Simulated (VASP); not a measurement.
Set up this calculation in VASP 6.6.1, as the native input.

* Task: single point
* Functional: PBE
* Potentials or basis: VASP PAW PBE potentials, release 64 (Si, Mo_sv)
* Cutoff: 520 eV
* k mesh: 8 × 8 × 8
* Occupations: gaussian, width 0.1 eV
* Spin: no spin polarisation
* Dipole correction: no
* Further INCAR settings: ALGO = Fast; EDIFF = 1e-07; NBANDS = 18

The structure of Si2Mo (nc) lies in POSCAR:

```
Si2Mo
1.0
   -1.6000000000      1.6000000000      3.9305000000
    1.6000000000     -1.6000000000      3.9305000000
    1.6000000000      1.6000000000     -3.9305000000
Si Mo
2 1
Direct
    0.3330000000      0.3330000000      0.0000000000
    0.6670000000      0.6670000000      0.0000000000
    0.0000000000      0.0000000000      0.0000000000
```

One way to write it, as run:

INCAR

```
  PREC = Accurate
  ENCUT = 520
  EDIFF = 1E-7
  ISMEAR = 0
  SIGMA = 0.1
  LREAL = F
  LASPH = T
  NELM = 100
  ALGO = Fast
  ISIF = 2
  LWAVE = F
  LCHARG = T
  GGA = PE
  LELF = T
  LVHAR = T
  NBANDS = 18
```

KPOINTS

```
regular mesh
0
Gamma
  8 8 8
```

Potentials or basis: VASP PAW PBE potentials, release 64 (Si, Mo_sv).

Launch:

```bash
$ cat potpaw_PBE.64/Si/POTCAR potpaw_PBE.64/Mo_sv/POTCAR > POTCAR
$ mpirun -np 1 vasp_std > vasp.out
```

It gave:

| Property | Result |
| --- | --- |
| Pressure | 2.4 GPa |
| Largest force | 0.313 eV/Å |
| Band gap on the k mesh | none (metal or under the smearing width) |

Wall time 53 s on 1 thread of Intel(R) Xeon(R) Platinum 8488C (Sapphire Rapids), with other jobs on the host, peak memory 0.22 GiB.
